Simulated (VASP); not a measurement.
# Mg3Sb2 (P-3m1) in VASP: a series of runs, part 2 of 2

VASP 6.6.1. Earlier steps stand in the parts before.

**4. Relaxation of cell and atoms, PBEsol**

INCAR reads:

```
SYSTEM = Mg3Sb2
PREC     = Accurate       ! precision mode
ENCUT    = 600            ! plane-wave cutoff, eV
EDIFF    = 1E-6           ! SCF threshold, eV
ISMEAR   = 0              ! smearing method
SIGMA    = 0.03           ! smearing width, eV
LREAL    = .FALSE.        ! projectors in reciprocal space
LASPH    = .TRUE.         ! aspherical terms in the spheres
NELM     = 80             ! most SCF steps
ALGO     = Normal         ! electronic algorithm
ISIF     = 3              ! what is computed and relaxed
LWAVE    = .FALSE.        ! write WAVECAR
LCHARG   = .FALSE.        ! write CHGCAR
GGA      = PS             ! functional
IBRION   = 2              ! ionic algorithm
NSW      = 90             ! ionic steps
EDIFFG   = -0.01          ! ionic threshold
KPAR     = 2
```

KPOINTS reads:

```
Automatic mesh
0
G
  9 9 5
  0 0 0
```

POSCAR reads:

```
Mg3Sb2
1.0
    4.5820000000      0.0000000000      0.0000000000
   -2.2910000000      3.9681284001      0.0000000000
    0.0000000000      0.0000000000      7.2440000000
Mg Sb
3 2
Direct
    0.3333333333      0.6666666667      0.6300000000
    0.6666666667      0.3333333333      0.3700000000
    0.0000000000      0.0000000000      0.0000000000
    0.3333333333      0.6666666667      0.2350000000
    0.6666666667      0.3333333333      0.7650000000
```

Run with:

```
cat potpaw_PBE.64/Mg/POTCAR potpaw_PBE.64/Sb/POTCAR > POTCAR
mpirun -np 2 vasp_std > vasp.out
```

Run time: 2.4 min. Hardware: 2 MPI ranks of AMD EPYC 7R13 (Zen 3), shared host; peak memory 0.35 GiB.

Results (log left out):

- Free energy: -16.1607 eV
- Relaxed volume: 25.78 Å³/atom
- Relaxed cell: a = 4.552 Å, b = 4.552 Å, c = 7.182 Å, α = 90.00°, β = 90.00°, γ = 120.00°
- Space group after relaxing (to 0.05 Å): P-3m1 (No. 164)
- Energy gained by relaxing: 8.7 meV/atom
- Ionic steps: 6
- Pressure after relaxing: 0.1 GPa
- Largest force after relaxing: 0.008 eV/Å
- Band gap on the k mesh: 0.16 eV, indirect (least direct gap 1.09 eV)

Forces on the atoms (eV/Å):
```
Mg   0.000  0.000 -0.008
Mg   0.000  0.000  0.008
Mg   0.000  0.000  0.000
Sb   0.000  0.000  0.007
Sb   0.000  0.000 -0.007
```

Step by step:
```tsv
step	energy change (eV)	largest force (eV/Å)	pressure (GPa)	volume (Å³)
1	0.0000	0.4752	-0.37	131.71
2	-0.0233	0.3305	-0.14	130.54
3	-0.0358	0.1138	0.31	128.71
4	-0.0423	0.0317	-0.09	129.45
5	-0.0427	0.0279	-0.21	129.68
6	-0.0437	0.0078	0.06	128.91
```

Final structure:
```cif
data_structure
_symmetry_space_group_name_H-M 'P 1'
_symmetry_Int_Tables_number 1
_cell_length_a 4.5524
_cell_length_b 4.5524
_cell_length_c 7.1825
_cell_angle_alpha 90.000
_cell_angle_beta 90.000
_cell_angle_gamma 120.000
_cell_volume 128.91
loop_
_atom_site_label
_atom_site_type_symbol
_atom_site_fract_x
_atom_site_fract_y
_atom_site_fract_z
_atom_site_occupancy
Mg1 Mg 0.33333 0.66667 0.63261 1
Mg2 Mg 0.66667 0.33333 0.36739 1
Mg3 Mg 0.00000 0.00000 0.00000 1
Sb1 Sb 0.33333 0.66667 0.22362 1
Sb2 Sb 0.66667 0.33333 0.77638 1
```

Levels at points of the mesh, in eV from the valence-band top:
| k point | band 5 | band 6 | band 7 | band 8 | band 9 | band 10 | band 11 | band 12 |
| --- | --- | --- | --- | --- | --- | --- | --- | --- |
| (0.00, 0.00, 0.00) | -1.17 | -0.44 | -0.44 | 0.00 | 1.09 | 1.15 | 2.99 | 2.99 |

Caveat: the PAW data sets were made with another functional, which shifts forces and pressure a little; spin-orbit coupling is left out, which moves the levels of the heavy elements; an odd mesh through Γ misses points on the zone boundary, where band edges often lie.

**5. Relaxation of cell and atoms, PBEsol**

This run uses another cell than the first one, of 25.78 Å³/atom, 0.979 times its volume.

INCAR: that of step 4 with these lines changed.

```diff
@@ -3,3 +3,3 @@
 ENCUT    = 600            ! plane-wave cutoff, eV
-EDIFF    = 1E-6           ! SCF threshold, eV
+EDIFF    = 1E-7           ! SCF threshold, eV
 ISMEAR   = 0              ! smearing method
@@ -16,3 +16,3 @@
 NSW      = 90             ! ionic steps
-EDIFFG   = -0.01          ! ionic threshold
+EDIFFG   = -0.005         ! ionic threshold
 KPAR     = 2
```

KPOINTS is that of step 4.

POSCAR reads:

```
Mg3Sb2                                  
1.0
    4.5524044827     -0.0000000000      0.0000000000
   -2.2762022414      3.9424979303     -0.0000000000
   -0.0000000000      0.0000000000      7.1824591965
  Mg              Sb            
     3     2
Direct
     0.3333333332999970    0.6666666667000030    0.6326104886931520
     0.6666666667000030    0.3333333332999970    0.3673895113068481
     0.0000000000000000    1.0000000000000000    0.0000000000000000
     0.3333333332999970    0.6666666667000030    0.2236238999083043
     0.6666666667000030    0.3333333332999970    0.7763761000916956
```

Run with:

```
cat potpaw_PBE.64/Mg/POTCAR potpaw_PBE.64/Sb/POTCAR > POTCAR
mpirun -np 2 vasp_std > vasp.out
```

It took 74 s on 2 MPI ranks of AMD EPYC 7R13 (Zen 3), shared host; peak memory 0.31 GiB.

Results (log left out):

* Free energy: -16.1607 eV
* Relaxed volume: 25.82 Å³/atom
* Relaxed cell: a = 4.555 Å, b = 4.555 Å, c = 7.186 Å, α = 90.00°, β = 90.00°, γ = 120.00°
* Space group after relaxing (to 0.05 Å): P-3m1 (No. 164)
* Energy gained by relaxing: 0.0 meV/atom
* Ionic steps: 4
* Pressure after relaxing: 0.0 GPa
* Largest force after relaxing: 0.005 eV/Å
* Band gap on the k mesh: 0.16 eV, indirect (least direct gap 1.09 eV)

Forces in eV/Å, atoms in the order of the input:
```
Mg   0.000  0.000 -0.004
Mg   0.000  0.000  0.004
Mg   0.000  0.000  0.000
Sb   0.000  0.000  0.005
Sb   0.000  0.000 -0.005
```

Final structure:
```
Mg Sb
1.0
     4.55465    0.00000    0.00000
    -2.27732    3.94444    0.00000
     0.00000    0.00000    7.18601
Mg Sb
3 2
Direct
  0.33333 0.66667 0.63251
  0.66667 0.33333 0.36749
  0.00000 0.00000 0.00000
  0.33333 0.66667 0.22374
  0.66667 0.33333 0.77626
```

Levels at points of the mesh, in eV from the valence-band top:
```csv
k point,band 5,band 6,band 7,band 8,band 9,band 10,band 11,band 12
"(0.00, 0.00, 0.00)",-1.16,-0.44,-0.44,0.00,1.09,1.15,2.99,2.99
```

Caveat: the PAW data sets were made with another functional, which shifts forces and pressure a little; spin-orbit coupling is left out, which moves the levels of the heavy elements; an odd mesh through Γ misses points on the zone boundary, where band edges often lie.

**6. Relaxation of cell and atoms, PBEsol**

INCAR reads:

```
SYSTEM = Mg3Sb2
PREC     = Accurate       ! precision mode
ENCUT    = 600            ! plane-wave cutoff, eV
EDIFF    = 1E-6           ! SCF threshold, eV
ISMEAR   = 0              ! smearing method
SIGMA    = 0.03           ! smearing width, eV
LREAL    = .False.        ! projectors in reciprocal space
LASPH    = .True.         ! aspherical terms in the spheres
NELM     = 80             ! most SCF steps
ALGO     = Normal         ! electronic algorithm
ISIF     = 3              ! what is computed and relaxed
LWAVE    = .False.        ! write WAVECAR
LCHARG   = .False.        ! write CHGCAR
GGA      = PS             ! functional
IBRION   = 2              ! ionic algorithm
NSW      = 90             ! ionic steps
EDIFFG   = -0.01          ! ionic threshold
```

KPOINTS reads:

```
Automatic mesh
0
Gamma
  9 9 5
  0 0 0
```

POSCAR reads:

```
Mg3Sb2
1.0
    4.5820000000      0.0000000000      0.0000000000
   -2.2910000000      3.9681284001      0.0000000000
    0.0000000000      0.0000000000      7.2440000000
Mg Sb
3 2
Direct
    0.3333333333      0.6666666667      0.6300000000
    0.6666666667      0.3333333333      0.3700000000
    0.0000000000      0.0000000000      0.0000000000
    0.3333333333      0.6666666667      0.2350000000
    0.6666666667      0.3333333333      0.7650000000
```

Potentials or basis: VASP PAW PBE potentials, release 64 (Mg, Sb).

Run with:

```
cat potpaw_PBE.64/Mg/POTCAR potpaw_PBE.64/Sb/POTCAR > POTCAR
mpirun -np 1 vasp_std > vasp.out
```

Run time: 2.6 min. Hardware: 1 thread of Intel Xeon 6975P-C (Granite Rapids), shared host; peak memory 0.38 GiB.

The run converged. Its results:

* Free energy: -16.1607 eV
* Relaxed volume: 25.78 Å³/atom
* Relaxed cell: a = 4.552 Å, b = 4.552 Å, c = 7.182 Å, α = 90.00°, β = 90.00°, γ = 120.00°
* Space group after relaxing (to 0.05 Å): P-3m1 (No. 164)
* Energy gained by relaxing: 8.7 meV/atom
* Ionic steps: 6
* Pressure after relaxing: 0.1 GPa
* Largest force after relaxing: 0.008 eV/Å
* Band gap on the k mesh: 0.16 eV, indirect (least direct gap 1.09 eV)

Forces on the atoms (eV/Å):
```
Mg   0.000  0.000 -0.008
Mg   0.000  0.000  0.008
Mg   0.000  0.000  0.000
Sb   0.000  0.000  0.007
Sb   0.000  0.000 -0.007
```

Step by step:
```
step  energy change (eV)  largest force (eV/Å)  pressure (GPa)  volume (Å³)
   1              0.0000                0.4752           -0.37       131.71
   2             -0.0233                0.3305           -0.14       130.54
   3             -0.0358                0.1138            0.31       128.71
   4             -0.0423                0.0317           -0.09       129.45
   5             -0.0427                0.0279           -0.21       129.68
   6             -0.0437                0.0078            0.06       128.91
```

Final structure:
```xyz
5
Lattice="4.5524 0.0000 0.0000 -2.2762 3.9425 0.0000 0.0000 0.0000 7.1825" Properties=species:S:1:pos:R:3 pbc="T T T"
Mg    0.0000    2.6283    4.5437
Mg    2.2762    1.3142    2.6388
Mg    0.0000    0.0000    0.0000
Sb    0.0000    2.6283    1.6062
Sb    2.2762    1.3142    5.5763
```

Levels at points of the mesh, in eV from the valence-band top:
| k point | band 4 | band 5 | band 6 | band 7 | band 8 | band 9 | band 10 | band 11 | band 12 |
| --- | --- | --- | --- | --- | --- | --- | --- | --- | --- |
| (0.00, 0.00, 0.00) | -1.17 | -1.17 | -0.44 | -0.44 | 0.00 | 1.09 | 1.15 | 2.99 | 2.99 |

Caveat: the PAW data sets were made with another functional, which shifts forces and pressure a little; spin-orbit coupling is left out, which moves the levels of the heavy elements; an odd mesh through Γ misses points on the zone boundary, where band edges often lie.
